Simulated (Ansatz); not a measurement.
# Pt (P6_3/mmc): electronic heat capacity and spin susceptibility from the density of states

All numbers below come from DFT PBEsol, scalar-relativistic, plane waves, PAW (Ansatz).

Plane waves to 420 eV, a k mesh through Γ of 18×18×10 on the computed 2-atom cell and Gaussian smearing (0.10 eV); no spin polarisation.

Relaxed cell: P6_3/mmc, a = 2.725 Å, b = 2.725 Å, c = 4.707 Å, α = 90.00°, β = 90.00°, γ = 120.00°, 2 atoms in the primitive cell. This form isn't the element's structure at ambient conditions.

The density of states at the Fermi level is 3.672 states/eV in the cell of 2 atoms (2 formula units; both spins, tetrahedra on a 27×27×15 mesh).

Question: What Sommerfeld coefficient and Pauli susceptibility does this give?

Answer: Per formula unit N(E_F) = 1.836 states/eV. γ = (π²/3) k_B² N(E_F) N_A = 2.357 mJ/(mol K²) per state/eV, so γ = 4.3 mJ/(mol K²), a mole of formula units. χ_P = μ_B² N(E_F) N_A = 3.23×10⁻⁵ emu/mol per state/eV gives 5.9×10⁻⁵ emu/mol. This is the bare band result: a measured γ of the same phase is as a rule larger by a factor 1 + λ from phonons and spin fluctuations, the spin part of χ is larger by the Stoner factor, and a measured χ also holds orbital and core terms. N(E_F) at one energy is sensitive to the mesh where the density of states has sharp peaks.

Spin-orbit coupling is left out, which matters for the bands of heavy elements.

Cost: 1 run of about 0.54 core-minutes, on Intel Xeon Platinum 8488C (Sapphire Rapids) (shared hosts).